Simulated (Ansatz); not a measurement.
# C: strong compression

An exercise on one series of results from a longer session: the logs are not shown, and one member is left open.

Method: DFT PBE, with the methods named in each step, in Ansatz 0.2.0.

## The structure to begin with

It takes space group P6/mmm (No. 191, hexagonal). Conventional cell: a = 2.025 Å, b = 2.025 Å, c = 1.904 Å, α = 90.00°, β = 90.00°, γ = 120.00°. C (site symmetry 6/mmm) is surrounded by 8 C at 1.90 to 2.03 Å.

Coordinates:

```
CELL_PARAMETERS angstrom
2.02502 0.00000 0.00000
-1.01251 1.75372 0.00000
0.00000 0.00000 1.90352
ATOMIC_POSITIONS crystal
C 0.00000 0.00000 0.00000
```

Whether this phase is the stable one at these pressures isn't tested.

Set-up of the first run:

Contents of input.yaml:

```yaml
crystal:
  lattice:
    - [2.0250204042, 0.0, 0.0]
    - [-1.0125102021, 1.7537191132, 0.0]
    - [0.0, 0.0, 1.90351918]
  atoms:
    - { symbol: C, position: [0.0, 0.0, 0.0] }
kpoints:
  mp_grid: { grid: [24, 24, 22] }
scf:
  occupations: { method: fermi_dirac, width: 0.1 }
hamiltonian:
  xc: pbe
  pseudopotentials: { kind: paw }
output:
  forces: true
  stress: true
  write_density: true
  write_potential: true
  elf: true
  volumetric_format: npy
relax:
  f_tol: 0.005
  max_steps: 40
  cell: {}
```

The run is started by

```console
> ansatz run input.yaml --threads 1 --pin off --max-ram 2048MiB --backend cpu --events-out ev --progress --plain --runs-dir out
```

Steps of the session up to this table: Cell relaxed at zero pressure, PAW; Volume scaled by 1, PAW; Shape and atoms relaxed at 0.95 of the volume, PAW; Volume scaled by 0.95, PAW; Shape and atoms relaxed at 0.85 of the volume, PAW; Volume scaled by 0.85, PAW; Shape and atoms relaxed at 0.75 of the volume, PAW; Volume scaled by 0.75, PAW; Shape and atoms relaxed at 0.65 of the volume, PAW; More of the same log: shape and atoms relaxed at 0.65 of the volume; Volume scaled by 0.65, PAW; Shape and atoms relaxed at 0.55 of the volume, PAW; Volume scaled by 0.55, PAW; Shape and atoms relaxed at 0.45 of the volume, PAW; Volume scaled by 0.45, PAW; Shape and atoms relaxed at 0.4 of the volume, PAW; Volume scaled by 0.4, PAW; Volume scaled by 0.4, PAW (level accurate).

One of the session's tables, all rows but one given; the rest of the session is left out.

| method | volume over the first | volume (Å³/atom) | pressure (GPa) |
| --- | --- | --- | --- |
| PAW | 1 | 5.657 | 0.01 |
| PAW | 0.95 | 5.374 | 13.08 |
| PAW | 0.85 | 4.808 | 67.47 |
| PAW | 0.75 | ? | ? |
| PAW | 0.65 | 3.677 | 309.58 |
| PAW | 0.55 | 3.111 | 594.27 |
| PAW | 0.45 | 2.546 | 1147.54 |
| PAW | 0.4 | 2.263 | 1624.17 |
| PAW (level accurate) | 0.4 | 2.263 | 1629.03 |

Q: Estimate the row for PAW, 0.75 from the others.

The run gave: volume (Å³/atom): 4.243; pressure (GPa): 158.85. In the column «volume (Å³/atom)» it lies between PAW, 0.65 (3.677) and PAW, 0.85 (4.808).

To keep in mind: Warnings in the runs' records: written density without core change.
